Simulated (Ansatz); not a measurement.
FeSi2 (Linzhiite):

```xyz
3
Lattice="2.6840 0.0000 0.0000 0.0000 2.6840 0.0000 0.0000 0.0000 5.1280" Properties=species:S:1:pos:R:3 pbc="T T T"
Fe    0.0000    0.0000    0.0000
Si    1.3420    1.3420    3.7434
Si    1.3420    1.3420    1.3846
```

```yaml
Program: Ansatz 0.2.0
Task: relaxation of cell and atoms
Functional: LDA
Potentials_or_basis: Ansatz PAW
Cutoff: "420 eV (not typed: the program's choice for these potentials)"
k_mesh: 10 × 10 × 5
Occupations: fermi-dirac, width 0.05 eV
Spin: collinear spin, ferromagnetic start
Starting_moments: "[3.0, 0.0, 0.0] μB"
Hubbard_terms: Fe d U = 5 eV
```

At the start: volume 12.31 Å³/atom.

Problem. Where does the relaxation end?

Solution. It ends after 6 steps and the volume is 11.84 Å³/atom (-3.8 %); space group P4/mmm (No. 123, to 0.05 Å); moment 0.16 μB per cell.

The path:
```tsv
step	energy change (eV)	largest force (eV/Å)	volume (Å³)
1	0.0000	0.1580	36.94
2	-0.0313	0.1627	36.06
3	-0.0377	0.0191	35.48
4	-0.0377	0.0014	35.52
5	-0.0370	0.0011	35.52
6	-0.0370	0.0011	35.52
```

Final structure:
```xyz
3
Lattice="2.6525 0.0000 0.0000 0.0000 2.6525 0.0000 0.0000 0.0000 5.0485" Properties=species:S:1:pos:R:3 pbc="T T T"
Fe    0.0000    0.0000    0.0000
Si    1.3263    1.3263    3.6851
Si    1.3263    1.3263    1.3634
```

Caveat: the magnetic or orbital state may not be the lowest; the plane-wave basis is chosen anew once the cell has moved, so the energies of steps on either side of that aren't comparable; the PAW data sets come from PBE, with cores solved anew for the run's functional, which leaves a small shift of forces and pressure; the U is typed as a test and isn't derived for this compound; the starting moments weren't kept.
